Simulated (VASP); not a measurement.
# CdS (F-43m) in VASP: a series of runs, part 2 of 2

VASP 6.6.1.

## (3) Born charges and dielectric tensor, PBE

Contents of INCAR:

```
PREC     = Accurate       # precision mode
ENCUT    = 520            # plane-wave cutoff, eV
EDIFF    = 1E-8           # SCF threshold, eV
ISMEAR   = 0              # smearing method
SIGMA    = 0.02           # smearing width, eV
LREAL    = F              # projectors in reciprocal space
LASPH    = T              # aspherical terms in the spheres
NELM     = 60             # most SCF steps
ALGO     = Normal         # electronic algorithm
ISIF     = 2              # what is computed and relaxed
LWAVE    = F              # write WAVECAR
LCHARG   = F              # write CHGCAR
GGA      = PE             # functional
LEPSILON = T              # dielectric tensor by DFPT
IBRION   = 8              # ionic algorithm
NSW      = 1              # ionic steps
```

Contents of KPOINTS:

```
regular mesh
0
Gamma
  6 6 6
```

Contents of POSCAR:

```
CdS                                     
1.0
   -0.0000000000      2.9689198101      2.9689198101
    2.9689198101     -0.0000000000      2.9689198101
    2.9689198101      2.9689198101     -0.0000000000
  Cd              S             
     1     1
Direct
     0.0000000000000000    0.0000000000000000    1.0000000000000000
     0.2500000000000000    0.2500000000000000    0.2500000000000000
```

Potentials or basis: VASP PAW PBE potentials, release 64 (Cd, S).

Launch:

```bash
cat potpaw_PBE.64/Cd/POTCAR potpaw_PBE.64/S/POTCAR > POTCAR
mpirun -np 1 vasp_std > vasp.out
```

OUTCAR:

```text
PREC = Accurate
   ENCUT = 520
   EDIFF = 1E-8
   ISMEAR = 0
   LREAL = F
   LASPH = T
   NELM = 60
   ISIF = 2
   GGA = PE
   LEPSILON = T
   IBRION = 8
   NSW = 1

 ion  position               nearest neighbor table
   1  0.000  0.000  0.000-   2 2.57   2 2.57   2 2.57   2 2.57
   2  0.250  0.250  0.250-   1 2.57   1 2.57   1 2.57   1 2.57

  LATTYP: Found a face centered cubic cell.
[... 575 lines left out ...]
      0.000000  0.000000  0.000000    -0.471139    0.000000    0.000000
      1.484460  1.484460  1.484460     0.882059    0.000000    0.000000
[... 21 lines left out ...]
   6 f/i=    0.000208 THz     0.001308 2PiTHz    0.006946 cm-1     0.000861 meV
             X         Y         Z           dx          dy          dz
      0.000000  0.000000  0.000000     0.000000    0.000000    0.882059
      1.484460  1.484460  1.484460     0.000000    0.000000    0.471139

--------------------------------------------------------------------------------------------------------

 MACROSCOPIC STATIC DIELECTRIC TENSOR IONIC CONTRIBUTION
 ------------------------------------------------------
           4.402456     0.000000     0.000000
           0.000000     4.402456    -0.000000
           0.000000    -0.000000     4.402456
 ------------------------------------------------------

 ELASTIC MODULI CONTR FROM IONIC RELAXATION (kBar)
 Direction    XX          YY          ZZ          XY          YZ          ZX
 --------------------------------------------------------------------------------
 XX          -0.0000     -0.0000      0.0000      0.0000     -0.0000     -0.0000
 YY          -0.0000     -0.0000     -0.0000      0.0000      0.0000     -0.0000
 ZZ           0.0000     -0.0000     -0.0000     -0.0000      0.0000     -0.0000
 XY           0.0000      0.0000     -0.0000   -191.6631      0.0000      0.0000
 YZ          -0.0000      0.0000      0.0000      0.0000   -191.6631      0.0000
 ZX          -0.0000     -0.0000     -0.0000      0.0000      0.0000   -191.6631
 --------------------------------------------------------------------------------

 PIEZOELECTRIC TENSOR IONIC CONTR  for field in x, y, z        (C/m^2)
          XX          YY          ZZ          XY          YZ          ZX
  --------------------------------------------------------------------------------
  x     0.00000    -0.00000    -0.00000    -0.00000     0.86435    -0.00000
  y     0.00000     0.00000     0.00000    -0.00000     0.00000     0.86435
  z    -0.00000    -0.00000     0.00000     0.86435     0.00000     0.00000
```

OSZICAR:

```text
N       E                     dE             d eps       ncg     rms          rms(c)
DAV:   1     0.110876319246E+03    0.11088E+03   -0.90623E+03   416   0.126E+03
DAV:   2    -0.173445170541E+01   -0.11261E+03   -0.10826E+03   481   0.294E+02
DAV:   3    -0.666327632984E+01   -0.49288E+01   -0.49136E+01   496   0.645E+01
[... 12 lines left out ...]
RMM:   9    -0.107944164590E+00    0.10860E-05    0.10854E-08  1867   0.281E-04    0.719E-05
RMM:  10    -0.107944860184E+00   -0.69559E-06   -0.57203E-09  1911   0.952E-05    0.470E-05
RMM:  11    -0.107944893933E+00   -0.33748E-07    0.11807E-08  1885   0.328E-05    0.376E-06
RMM:  12    -0.107944863738E+00    0.30195E-07    0.98891E-09  1696   0.513E-06    0.241E-06
RMM:  13    -0.107944874779E+00   -0.11041E-07   -0.13486E-08  1369   0.243E-06    0.245E-07
RMM:  14    -0.107944875782E+00   -0.10026E-08   -0.19631E-09   905   0.107E-06    0.190E-07
 Linear response finished
```

Run time: 2.6 min. Hardware: 1 thread of Intel Xeon Platinum 8488C (Sapphire Rapids), shared host; peak memory 0.26 GiB.

What came out:

* Band gap on the k mesh: 1.03 eV, direct
* Electronic dielectric tensor (diagonal): 7.74
* Born charges (mean of the diagonal): Cd +2.34; S -2.34 e
* Highest phonon frequency at Γ, LO-TO splitting left out: 217 cm⁻¹

Levels at points of the mesh, in eV from the valence-band top:
```csv
k point,band 6,band 7,band 8,band 9,band 10,band 11,band 12,band 13
"(0.00, 0.00, 0.00)",-7.14,0.00,0.00,0.00,1.03,6.55,6.55,6.55
"(0.50, 0.00, 0.00)",-6.81,-4.09,-0.68,-0.68,2.93,7.00,7.00,7.31
"(0.50, 0.50, 0.00)",-6.75,-3.72,-1.70,-1.70,3.64,4.27,9.01,10.46
```

Phonon frequencies in cm⁻¹ (negative: imaginary):
```tsv
q point	frequencies
(0.000, 0.000, 0.000)	0 0 0 217 217 217
```

Electronic dielectric tensor:
```
7.74 0.00 0.00
0.00 7.74 0.00
0.00 0.00 7.74
```

Born effective charge tensors (e):
atom 1, Cd
```
2.34 0.00 0.00
0.00 2.34 0.00
0.00 0.00 2.34
```
atom 2, S
```
-2.34  0.00  0.00
 0.00 -2.34  0.00
 0.00  0.00 -2.34
```

PBE gaps usually lie below the measured ones, often by a third to a half.
